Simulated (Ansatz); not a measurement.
Something may be wrong with this Ansatz 0.2.0 calculation of Nd.

input.yaml

```yaml
crystal:
  lattice:
    - [-1.61486317, 1.61486317, 1.61486317]
    - [1.61486317, -1.61486317, 1.61486317]
    - [1.61486317, 1.61486317, -1.61486317]
  atoms:
    - { symbol: Nd, position: [0.0, 0.0, 0.0], spin: 3.0 }
kpoints:
  mp_grid: { grid: [9, 9, 9] }
  band_path:
    path:
      - [0.0, 0.0, 0.0]
      - [0.5, -0.5, 0.5]
      - [0.0, 0.0, 0.5]
      - [0.0, 0.0, 0.0]
      - [0.25, 0.25, 0.25]
      - [0.5, -0.5, 0.5]
    npoints: 12
scf:
  occupations: { method: fermi_dirac, width: 0.05 }
  max_iter: 100
hamiltonian:
  xc: r2scan
  dispersion: d3bjatm
  pseudopotentials: { kind: all_electron, lapw: { basis_error: 0.002 } }
magnetization:
  spin_polarized: true
output:
  forces: true
  stress: true
  eigenvalues: true
  fatbands: true
  dos: { projected: true, de: 0.1, e_range: [-20, 10] }
  populations: true
```

Potentials or basis: all-electron LAPW, scalar-relativistic.

The run is started by

```sh
$ ansatz run input.yaml --threads 2 --pin off --max-ram 6144MiB --backend cpu --events-out ev --progress --plain --runs-dir out
```

Output:

```text
Warning: RAYON_NUM_THREADS=2 ignored (pool sized by the plan → 2); use --threads N
Nd: projections on atomic orbitals take those of the free atom 1s2 2s2 2p6 3s2 3p6 3d10 4s2 4p6 4d10 4f4 5s2 5p6 5d0 6s2, of charge +0.00 (hamiltonian.pseudopotentials.projection_atoms)
LAPW: plane waves up to 8.162 Å⁻¹, error target 2.0e-3 eV per atom; small_component_spin mean_spin; Nd in spheres of 1.399 Å, 32 of its electrons in bands, Dirac shells [] (how accurate: hamiltonian.pseudopotentials.lapw.basis_error, Limitations)
band count auto-derived: 25 (N_el = 32.0; filled up to band 16; 22 by the electrons, moments and atoms)
[... 118 lines left out ...]
  k-point 1 ↑: bands = ["-277.3571", "-198.8470", "-198.8470", "-198.8470", "-86.9783", "-86.9782", "-86.9516", "-86.9513", "-86.9510", "-9.2622", "13.2405", "13.9550", "14.2242", "29.6128", "29.9673", "30.0995", "30.1498", "30.4805", "31.2751", "31.2911", "31.5911", "32.4505", "33.1670", "33.8277", "36.4264"]
  k-point 2 ↑: bands = ["-277.3571", "-198.8471", "-198.8470", "-198.8470", "-86.9785", "-86.9783", "-86.9517", "-86.9507", "-86.9496", "-8.7639", "11.0433", "13.2602", "14.1378", "28.6126", "29.5579", "29.9869", "30.1034", "30.4576", "30.9529", "31.5683", "32.1098", "32.5585", "35.0552", "36.5426", "36.8895"]
  k-point 44 ↓: bands = ["-274.4335", "-195.8456", "-195.8456", "-195.8456", "-83.8166", "-83.8166", "-83.8166", "-83.8109", "-83.8109", "-4.4166", "11.2460", "11.4543", "11.4543", "26.0714", "26.5272", "33.6321", "33.9305", "33.9902", "33.9999", "34.5910", "34.6578", "34.6802", "43.2312", "43.2357", "44.0786"]
--- Löwdin populations: 1 site ---
  site symbol       q [e]    m [muB]
     0     Nd     59.9868     3.9446
  spilling = 0.000220 (of n_electrons = 60.000000)
Error: SIGTERM received: cancelled ahead of the end of the searches for a lower state and the checks behind the self-consistent cycle: the result that stood is reported, with what was made of it, and may lie above the state on which the run would have ended. Run again (if it sets checkpoint.write, name a new directory there), the deck makes the searches and checks
```

Question: How did it end, and where is the flaw?

Answer: The run was cut off at its time limit. The input holds a flaw that was put in on purpose: a lattice far too small.
